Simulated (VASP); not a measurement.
# Ni (Im-3m) in VASP: single point with PBEsol

Aim: the single point of Ni with PBEsol.

All numbers are computed with VASP 6.6.1; they aren't measurements. Logs are shortened: lines on timing, memory, paths and dates and some standing lists are left out, and cuts for length are marked.

## 1. The crystal as given

It takes space group Im-3m (No. 229, cubic). The conventional cell has a = 2.767 Å, b = 2.767 Å, c = 2.767 Å, α = 90.00°, β = 90.00°, γ = 90.00°. Ni (site symmetry m-3m) is surrounded by 8 Ni at 2.40 Å.

This isn't the form of Ni at room conditions, which is fcc.

## 2. Single point, PBEsol, collinear spin, typed start

Contents of INCAR:

```
SYSTEM = Ni
  PREC = Accurate
  ENCUT = 520
  EDIFF = 1E-6
  ISMEAR = -1
  SIGMA = 0.05
  LREAL = .False.
  LASPH = .True.
  NELM = 150
  ALGO = Normal
  ISIF = 2
  LWAVE = .False.
  LCHARG = .False.
  ISPIN = 2
  MAGMOM = 2
  LORBIT = 11
  LMAXMIX = 4
  GGA = PS
  NBANDS = 15
```

Contents of KPOINTS:

```
regular mesh
0
Gamma
  12 12 12
  0 0 0
```

Contents of POSCAR:

```
Ni
1.0
   -1.3837150000      1.3837150000      1.3837150000
    1.3837150000     -1.3837150000      1.3837150000
    1.3837150000      1.3837150000     -1.3837150000
Ni
1
Direct
    0.0000000000      0.0000000000      0.0000000000
```

Potentials or basis: VASP PAW PBE potentials, release 64 (Ni).

On the command line:

```bash
$ cat potpaw_PBE.64/Ni/POTCAR > POTCAR
$ mpirun -np 1 vasp_std > vasp.out
```

OUTCAR:

```text
SYSTEM = Ni
   PREC = Accurate
   ENCUT = 520
   EDIFF = 1E-6
   ISMEAR = -1
   LREAL = .False.
   LASPH = .True.
   NELM = 150
   ISIF = 2
   ISPIN = 2
   LORBIT = 11
   GGA = PS

 ion  position               nearest neighbor table
   1  0.000  0.000  0.000-

  LATTYP: Found a body centered cubic cell.
 ALAT       =     2.7674300000

  Lattice vectors:

 A1 = (  -1.3837150000,   1.3837150000,   1.3837150000)
 A2 = (   1.3837150000,  -1.3837150000,   1.3837150000)
 A3 = (   1.3837150000,   1.3837150000,  -1.3837150000)

Analysis of symmetry for initial positions (statically):
=====================================================================
 Subroutine PRICEL returns:
 Original cell was already a primitive cell.

 Routine SETGRP: Setting up the symmetry group for a
 body centered cubic supercell.

 Subroutine GETGRP returns: Found 48 space group operations
 (whereof 48 operations were pure point group operations)
 out of a pool of 48 trial point group operations.

The static configuration has the point symmetry O_h .

Analysis of symmetry for dynamics (positions and initial velocities):
=====================================================================
 Subroutine PRICEL returns:
 Original cell was already a primitive cell.

 Routine SETGRP: Setting up the symmetry group for a
 body centered cubic supercell.

 Subroutine GETGRP returns: Found 48 space group operations
 (whereof 48 operations were pure point group operations)
 out of a pool of 48 trial point group operations.

The dynamic configuration has the point symmetry O_h .

Analysis of structural, dynamic, and magnetic symmetry:
=====================================================================
 Subroutine PRICEL returns:
 Original cell was already a primitive cell.

 Routine SETGRP: Setting up the symmetry group for a
 body centered cubic supercell.

 Subroutine GETGRP returns: Found 48 space group operations
 (whereof 48 operations were pure point group operations)
 out of a pool of 48 trial point group operations.

The overall configuration has the point symmetry O_h .

 Subroutine INISYM returns: Found 48 space group operations
 (whereof 48 operations are pure point group operations),
 and found     1 'primitive' translations

----------------------------------------------------------------------------------------

                                     Primitive cell

  volume of cell :      10.5974

  direct lattice vectors                    reciprocal lattice vectors
    -1.383715000  1.383715000  1.383715000     0.000000000  0.361346086  0.361346086
     1.383715000 -1.383715000  1.383715000     0.361346086  0.000000000  0.361346086
     1.383715000  1.383715000 -1.383715000     0.361346086  0.361346086  0.000000000

  length of vectors
     2.396664683  2.396664683  2.396664683     0.511020536  0.511020536  0.511020536

  position of ions in fractional coordinates (direct lattice)
     0.000000000  0.000000000  0.000000000

  ion indices of the primitive-cell ions
   primitive index   ion index
                 1           1

----------------------------------------------------------------------------------------

 KPOINTS: regular mesh

Automatic generation of k-mesh.
 Grid dimensions read from file:
 generate k-points for:   12   12   12

 Generating k-lattice:

  Cartesian coordinates                     Fractional coordinates (reciprocal lattice)
     0.000000000  0.030112174  0.030112174     0.083333333  0.000000000  0.000000000
     0.030112174  0.000000000  0.030112174     0.000000000  0.083333333  0.000000000
     0.030112174  0.030112174  0.000000000     0.000000000  0.000000000  0.083333333

  Length of vectors
     0.042585045  0.042585045  0.042585045

  Shift w.r.t. Gamma in fractional coordinates (k-lattice)
     0.000000000  0.000000000  0.000000000

 Subroutine IBZKPT returns following result:
 ===========================================

 Found     72 irreducible k-points:

 Following reciprocal coordinates:
            Coordinates               Weight
  0.000000  0.000000  0.000000      1.000000
  0.083333  0.000000  0.000000     12.000000
  0.166667  0.000000  0.000000     12.000000
  0.250000  0.000000  0.000000     12.000000
  0.333333  0.000000  0.000000     12.000000
  0.416667  0.000000  0.000000     12.000000
[... 16 lines left out ...]
  0.333333  0.083333  0.083333     24.000000
  0.416667  0.083333  0.083333     12.000000
 [... further k-points ...]
   k-points           NKPTS =     72   k-points in BZ     NKDIM =     72   number of bands    NBANDS=     15
   number of dos      NEDOS =    301   number of ions     NIONS =      1
   total plane-waves  NPLWV =   5832
   dimension x,y,z NGX =    18 NGY =   18 NGZ =   18
   dimension x,y,z NGXF=    36 NGYF=   36 NGZF=   36
   ions per type =               1
   NGX,Y,Z   is equivalent  to a cutoff of  12.49, 12.49, 12.49 a.u.
   NGXF,Y,Z  is equivalent  to a cutoff of  24.97, 24.97, 24.97 a.u.
 SYSTEM =  Ni
   PREC   = accura    normal or accurate (medium, high low for compatibility)
   ISTART =      0    job   : 0-new  1-cont  2-samecut
   ICHARG =      2    charge: 1-file 2-atom 10-const
   ISPIN  =      2    spin polarized calculation?
   LNONCOLLINEAR =      F non collinear calculations
   LSORBIT =      F    spin-orbit coupling
   LASPH  =      T    aspherical Exc in radial PAW
   ENCUT  =  520.0 eV  38.22 Ry    6.18 a.u.   4.46  4.46  4.46*2*pi/ulx,y,z
   NELM   =    150;   NELMIN=  2; NELMDL= -5     # of ELM steps
   EDIFF  = 0.1E-05   stopping-criterion for ELM
   LREAL  =      F    real-space projection
   EDIFFG = 0.1E-04   stopping-criterion for IOM
   NSW    =      0    number of steps for IOM
   IBRION =     -1    ionic relax: 0-MD 1-quasi-New 2-CG
   NFREE  =      0    steps in history (QN), initial steepest desc. (CG)
   ISIF   =      2    stress and relaxation
   ISYM   =      2    0-nonsym 1-usesym 2-fastsym
   POTIM  = 0.5000    time-step for ionic-motion
   TEBEG  =    0.0;   TEEND  =   0.0 temperature during run
   PSTRESS=    0.0 pullay stress
   NELECT =      10.0000    total number of electrons
   NUPDOWN=      -1.0000    fix difference up-down
   EMIN   =  10.00;   EMAX   =-10.00  energy-range for DOS
   EFERMI =   0.00;   METHOD = LEGACY
   ISMEAR =    -1;   SIGMA  =   0.05  broadening in eV -4-tet -1-fermi 0-gaus
   EFERMI_NEDOS =   21; number of points for ismear=-14 and -15
   IALGO  =     38    algorithm
   IMIX   =      4    mixing-type and parameters
     AMIX     =   0.40;   BMIX     =  1.00
     AMIX_MAG =   1.60;   BMIX_MAG =  1.00
  volume/ion in A,a.u.               =      10.60        71.51
  Fermi-wavevector in a.u.,A,eV,Ry     =   1.605739  3.034406 35.081214  2.578397
  Thomas-Fermi vector in A             =   2.702037
   LORBIT       =     11    0 simple, 1 ext, 2 COOP (PROOUT), +10 PAW based schemes
   GGA     = PS    functional components
   LHFCALC =     F    Hartree Fock is set to
   AEXX    =    0.0000 exact exchange contribution
   IVDW    =     0    specifies the selected vdW correction
   LEPSILON=     F    determine dielectric tensor
   LRPA    =     F    only Hartree local field effects (RPA)
 spin polarized calculation
  energy-cutoff  :      520.00
  volume of cell :       10.60
 maximum number of plane-waves:       321
 NGX is ok and might be reduce to    18
   NGX =  9   NGY =  9   NGZ =  9

 number of electron      10.0000004 magnetization       0.4498721

 Free energy of the ion-electron system (eV)
  ---------------------------------------------------
  ext. energy  EPLUGINS =         0.00000000
  ---------------------------------------------------
  free energy    TOTEN  =        -6.03842290 eV

  energy without entropy =       -6.02452709  energy(sigma->0) =       -6.03147500

 E-fermi :   9.4209     XC(G=0): -13.5861

 val. band max:        9.4083960847   @ k =   0.3333   0.0000   0.0000
 cond. band min:       9.4215046706   @ k =   0.4167   0.1667   0.0000
 fundamental gap:      0.0131085859
 Fermi energy:         9.4208763817

 spin component 1

 k-point     1 :       0.0000    0.0000    0.0000
  band No.  band energies     occupation
      1       0.3221      1.00000
      2       7.1447      1.00000
      3       7.1447      1.00000
      4       7.1447      1.00000
      5       8.6005      1.00000
      6       8.6005      1.00000
      7      36.1386      0.00000
      8      36.1386      0.00000
      9      36.1386      0.00000
     10      41.2077      0.00000
     11      41.2077      0.00000
     12      42.4389      0.00000
     13      42.4389      0.00000
     14      42.4389      0.00000
     15      43.0840      0.00000
[... 397 lines left out ...]
 k-point    24 :       0.4167    0.0833    0.0833
  band No.  band energies     occupation
      1       5.0530      1.00000
      2       6.1309      1.00000
      3       7.8981      1.00000
      4       8.5867      1.00000
      5       8.7705      1.00000
      6      11.7860      0.00000
      7      16.2638      0.00000
      8      25.6510      0.00000
      9      26.5620      0.00000
     10      37.4007      0.00000
     11      41.2956      0.00000
     12      46.4331      0.00000
     13      50.5801      0.00000
     14      51.7734      0.00000
     15      54.7263      0.00000

 [... further k-points ...]

 spin component 2

 k-point     1 :       0.0000    0.0000    0.0000
  band No.  band energies     occupation
      1       0.3193      1.00000
      2       7.6752      1.00000
      3       7.6752      1.00000
      4       7.6752      1.00000
      5       9.0141      0.99971
      6       9.0141      0.99971
      7      36.0729      0.00000
      8      36.0729      0.00000
      9      36.0729      0.00000
     10      41.1668      0.00000
     11      41.1668      0.00000
     12      42.5815      0.00000
     13      42.5815      0.00000
     14      42.5815      0.00000
     15      43.2105      0.00000
[... 397 lines left out ...]
 k-point    24 :       0.4167    0.0833    0.0833
  band No.  band energies     occupation
      1       5.3602      1.00000
      2       6.6001      1.00000
      3       8.2142      1.00000
      4       9.0435      0.99947
      5       9.1958      0.98903
      6      12.0609      0.00000
      7      16.5300      0.00000
      8      25.7071      0.00000
      9      26.6481      0.00000
     10      37.4237      0.00000
     11      41.3731      0.00000
     12      46.4165      0.00000
     13      50.5473      0.00000
     14      51.8820      0.00000
     15      55.5642      0.00000

 [... further k-points ...]

------------------------ aborting loop because EDIFF is reached ----------------------------------------

  FORCE on cell =-STRESS in cart. coord.  units (eV):
  Direction    XX          YY          ZZ          XY          YZ          ZX
  --------------------------------------------------------------------------------------
  -------------------------------------------------------------------------------------
  Total       -0.2093706     -0.2093706     -0.2093706     -0.0000000     -0.0000000     -0.0000000
  in kB      -31.6538335    -31.6538335    -31.6538335     -0.0000000     -0.0000000     -0.0000000
  external PRESSURE =     -31.6538335 kB  Pullay stress =       0.0000000 kB

 VOLUME and BASIS-vectors are now :
 -----------------------------------------------------------------------------
  energy-cutoff  :      520.00
  volume of cell :       10.60
      direct lattice vectors                 reciprocal lattice vectors
    -1.383715000  1.383715000  1.383715000     0.000000000  0.361346086  0.361346086
     1.383715000 -1.383715000  1.383715000     0.361346086  0.000000000  0.361346086
     1.383715000  1.383715000 -1.383715000     0.361346086  0.361346086  0.000000000

 POSITION                                       TOTAL-FORCE (eV/Angst)
 -----------------------------------------------------------------------------------
      0.00000      0.00000      0.00000         0.000000     -0.000000      0.000000
 -----------------------------------------------------------------------------------
    total drift:                                0.000000     -0.000000      0.000000

  FREE ENERGIE OF THE ION-ELECTRON SYSTEM (eV)
  ---------------------------------------------------
  free  energy   TOTEN  =        -6.0384229028 eV

  energy  without entropy=       -6.0245270918  energy(sigma->0) =       -6.03147500

 total charge

# of ion       s       p       d       tot
------------------------------------------
    1        0.504   0.516   8.346   9.366

 magnetization (x)

# of ion       s       p       d       tot
------------------------------------------
    1       -0.005  -0.016   0.475   0.454
```

It took 15 s on 1 thread of AMD EPYC 9R45 (Zen 5), shared host; peak memory 0.1 GiB.

Results:

```yaml
Free_energy: -6.0384 eV
Pressure: -3.2 GPa
Band_gap_on_the_k_mesh: none (metal or under the smearing width)
Net_moment: 0.45 μB per cell
Site_moments: Ni +0.45 μB
Valence_electrons_inside_the_program's_atomic_spheres: Ni 9.37
```

Caveat: the PAW data sets were made with another functional, which shifts forces and pressure a little.
